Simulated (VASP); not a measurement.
A VASP 6.6.1 single-point calculation on CaO

INCAR

```
LASPH = .FALSE.
AMIX = 0.2
SIGMA = 0.02
GGA = PE
LWAVE = .FALSE.
IMIX = 1
LCHARG = .FALSE.
LREAL = .FALSE.
ISMEAR = -1
EDIFF = 1E-7
IBRION = -1
NBANDS = 15
PREC = Accurate
ENCUT = 520
ISIF = 2
NSW = 0
NELM = 120
```

KPOINTS

```
KPOINTS created by Atomic Simulation Environment
0
Gamma
8 8 8
0 0 0
```

POSCAR

```
Ca O
 1.0000000000000000
     2.9032089642333831    0.0000000000000000   -0.0000000000000000
    -0.0000000000000000    2.9032089642333831    0.0000000000000000
    -0.0000000000000000    0.0000000000000000    2.9032089642333831
 Ca  O
   1   1
Cartesian
  0.0000000000000000 -0.0000000000000000 -0.0000000000000000
  1.4516044821166916  1.4516044821166916  1.4516044821166916
```

The recommended PBE PAW datasets give the neutral cell 16 valence electrons.

Command

```
mpirun -np 1 vasp_std
```

OSZICAR

```
N       E                     dE             d eps       ncg     rms          rms(c)
DAV:   1     0.117014418995E+03    0.11701E+03   -0.83786E+03  1050   0.110E+03
DAV:   2    -0.902744394002E+01   -0.12604E+03   -0.11898E+03  1345   0.292E+02
DAV:   3    -0.132871770792E+02   -0.42597E+01   -0.42393E+01  1170   0.557E+01
DAV:   4    -0.133867188155E+02   -0.99542E-01   -0.99485E-01  1561   0.742E+00
DAV:   5    -0.133873873353E+02   -0.66852E-03   -0.66852E-03  1177   0.554E-01    0.816E+00
DAV:   6    -0.121409675015E+02    0.12464E+01   -0.86951E-01  1183   0.103E+01    0.420E+00
DAV:   7    -0.119026045958E+02    0.23836E+00   -0.30418E-01  1338   0.486E+00    0.268E+00
DAV:   8    -0.118521322773E+02    0.50472E-01   -0.36599E-02  1360   0.188E+00    0.206E+00
DAV:   9    -0.118342190275E+02    0.17913E-01   -0.95826E-03  1462   0.834E-01    0.163E+00
DAV:  10    -0.118250245737E+02    0.91945E-02   -0.14316E-03  1658   0.415E-01    0.129E+00
...
DAV:  32    -0.118132015107E+02   -0.11616E-05   -0.20911E-07  1314   0.434E-03    0.898E-03
DAV:  33    -0.118132023419E+02   -0.83123E-06   -0.13766E-07  1196   0.356E-03    0.728E-03
DAV:  34    -0.118132029320E+02   -0.59005E-06   -0.95129E-08  1107   0.306E-03    0.592E-03
DAV:  35    -0.118132033487E+02   -0.41667E-06   -0.73344E-08  1033   0.262E-03    0.480E-03
DAV:  36    -0.118132036422E+02   -0.29357E-06   -0.50033E-08   882   0.215E-03    0.391E-03
DAV:  37    -0.118132038478E+02   -0.20562E-06   -0.35873E-08   854   0.182E-03    0.318E-03
DAV:  38    -0.118132039916E+02   -0.14372E-06   -0.25287E-08   525   0.150E-03    0.259E-03
DAV:  39    -0.118132040916E+02   -0.10007E-06   -0.17203E-08   784   0.124E-03    0.211E-03
DAV:  40    -0.118132041610E+02   -0.69349E-07   -0.11818E-08   525   0.103E-03
   1 F= -.11813204E+02 E0= -.11813204E+02  d E =-.677324E-13
```

From OUTCAR

```
k-points           NKPTS =     35   k-points in BZ     NKDIM =     35   number of bands    NBANDS=     15

   NELECT =      16.0000    total number of electrons

   dimension x,y,z NGX =    24 NGY =   24 NGZ =   24
   dimension x,y,z NGXF=    48 NGYF=   48 NGZF=   48

  energy-cutoff  :      520.00
  volume of cell :       24.47
      direct lattice vectors                 reciprocal lattice vectors
     2.903208964  0.000000000  0.000000000     0.344446443  0.000000000  0.000000000
     0.000000000  2.903208964  0.000000000     0.000000000  0.344446443  0.000000000
     0.000000000  0.000000000  2.903208964     0.000000000  0.000000000  0.344446443

 k-points in reciprocal lattice and weights: KPOINTS created by Atomic Simulation Env
   0.00000000  0.00000000  0.00000000       0.002
   0.12500000  0.00000000  0.00000000       0.012
   0.25000000  0.00000000  0.00000000       0.012
   0.37500000  0.00000000  0.00000000       0.012
   0.50000000  0.00000000  0.00000000       0.006
   0.12500000  0.12500000  0.00000000       0.023
   0.25000000  0.12500000  0.00000000       0.047
   0.37500000  0.12500000  0.00000000       0.047
   ...

 E-fermi :   4.6899

 k-point     1 :       0.0000    0.0000    0.0000
  band No.  band energies     occupation
      1     -35.1097      2.00000
      2     -15.5504      2.00000
      3     -15.5504      2.00000
      4     -15.5504      2.00000
      5     -12.2673      2.00000
      6       3.8805      2.00000
      7       3.8805      2.00000
      8       3.8805      2.00000
      9       6.9421      0.00000
     10       6.9421      0.00000
     11       9.4118      0.00000
     12      12.6265      0.00000
     13      12.6265      0.00000
     14      12.6265      0.00000
     15      23.4280      0.00000

 k-point     2 :       0.1250    0.0000    0.0000
  band No.  band energies     occupation
      1     -35.0851      2.00000
      2     -15.8205      2.00000
      3     -15.5319      2.00000
      4     -15.5319      2.00000
      5     -12.0534      2.00000
      6       3.1265      2.00000
      7       3.8106      2.00000
      8       3.8106      2.00000
      9       7.0683      0.00000
     10       7.6327      0.00000
     11      10.0577      0.00000
     12      12.5594      0.00000
     13      12.5594      0.00000
     14      12.6682      0.00000
     15      22.5178      0.00000

 k-point     3 :       0.2500    0.0000    0.0000
  band No.  band energies     occupation
      1     -35.0251      2.00000
      2     -16.3824      2.00000
      3     -15.4873      2.00000
      4     -15.4873      2.00000
      5     -11.6089      2.00000
      6       1.8069      2.00000
      7       3.6372      2.00000
      8       3.6372      2.00000
      9       7.3969      0.00000
     10       9.1584      0.00000
     11      11.4498      0.00000
     12      12.4346      0.00000
     13      12.4346      0.00000
     14      12.7708      0.00000
     15      20.7589      0.00000

 ...

  Total        0.6605103      0.6605103      0.6605103     -0.0000000      0.0000000      0.0000000
  in kB       43.2469288     43.2469288     43.2469288     -0.0000000      0.0000000      0.0000000
  external PRESSURE =      43.2469288 kB  Pullay stress =       0.0000000 kB

 POSITION                                       TOTAL-FORCE (eV/Angst)
 -----------------------------------------------------------------------------------
      0.00000      0.00000      0.00000         0.000000      0.000000      0.000000
      1.45160      1.45160      1.45160         0.000000      0.000000      0.000000
 -----------------------------------------------------------------------------------
    total drift:                                0.000000      0.000000     -0.000000

  FREE ENERGIE OF THE ION-ELECTRON SYSTEM (eV)
  ---------------------------------------------------
  free  energy   TOTEN  =       -11.8132041610 eV

  energy  without entropy=      -11.8132041610  energy(sigma->0) =      -11.81320416
```

It converged. Results: gap between bands v and c on the k mesh 2.76 eV; least direct gap on the k mesh 3.06 eV; pressure 4.3 GPa. Band v is the last that the valence electrons fill when counted band by band, and c is the next.

For comparison, a separate PBE run of the intended cell, on usual settings and not on those above, gives a gap of 2.76 eV on its mesh and a pressure of 4.3 GPa.

The run above took about 11 s on one core of a shared host (Intel Xeon 6975P-C) and held 0.14 GiB at most.
